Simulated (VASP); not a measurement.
## Si: relaxation of cell and atoms with PBEsol

The system is Si.

```
Si
1.0
     3.82704    0.00000    0.00000
    -1.91352    3.31432    0.00000
     0.00000    0.00000    6.32474
Si
4
Cartesian
  1.9135 1.1048 0.3981
  0.0000 2.2095 3.5605
  1.9135 1.1048 2.7643
  0.0000 2.2095 5.9267
```

The cell was built by a generator and needn't be a form met in nature.

```
Program                : VASP 6.6.1
Task                   : relaxation of cell and atoms
Functional             : PBEsol
Potentials or basis    : VASP PAW PBE potentials, release 64 (Si)
Cutoff                 : 600 eV
k mesh                 : 12 × 12 × 6
Occupations            : gaussian, width 0.03 eV
Spin                   : no spin polarisation
Further INCAR settings : ALGO = Normal; EDIFF = 1e-07; IBRION = 2; EDIFFG = -0.005; NSW = 90; ISIF = 3
```

```json
{
  "Energy gained by relaxing": "0.0 meV/atom",
  "Ionic steps": "2",
  "Pressure after relaxing": "0.0 GPa",
  "Largest force after relaxing": "0.003 eV/Å",
  "Band gap on the k mesh": "0.29 eV, indirect (least direct gap 0.96 eV)"
}
```

Forces in eV/Å, atoms in the order of the input:
```
Si   0.000  0.000  0.003
Si   0.000  0.000  0.003
Si   0.000  0.000 -0.003
Si   0.000  0.000 -0.003
```

Final structure:
```
Si
1.0
     3.82654    0.00000    0.00000
    -1.91327    3.31388    0.00000
     0.00000    0.00000    6.32649
Si
4
Direct
  0.66667 0.33333 0.06298
  0.33333 0.66667 0.56298
  0.66667 0.33333 0.43702
  0.33333 0.66667 0.93702
```

Levels at points of the mesh, in eV from the valence-band top:
| k point | band 4 | band 5 | band 6 | band 7 | band 8 | band 9 | band 10 | band 11 | band 12 |
| --- | --- | --- | --- | --- | --- | --- | --- | --- | --- |
| (0.00, 0.00, 0.00) | -1.53 | -1.53 | -0.36 | 0.00 | 0.00 | 0.96 | 1.95 | 1.95 | 2.29 |
| (0.50, 0.00, 0.00) | -6.01 | -4.73 | -3.09 | -3.05 | -1.45 | 0.29 | 2.27 | 2.89 | 3.05 |
| (0.00, 0.00, 0.50) | -4.27 | -0.94 | -0.94 | -0.94 | -0.94 | 1.75 | 1.75 | 2.92 | 2.92 |
| (0.50, 0.00, 0.50) | -7.31 | -2.48 | -2.48 | -2.45 | -2.45 | 0.81 | 0.81 | 1.56 | 1.56 |

Wall time 37 s on 1 thread of Intel(R) Xeon(R) 6975P-C (Granite Rapids), on a shared host, peak memory 0.25 GiB.

Caveat: the PAW data sets were made with another functional, which shifts forces and pressure a little. A k mesh can miss the band edges.
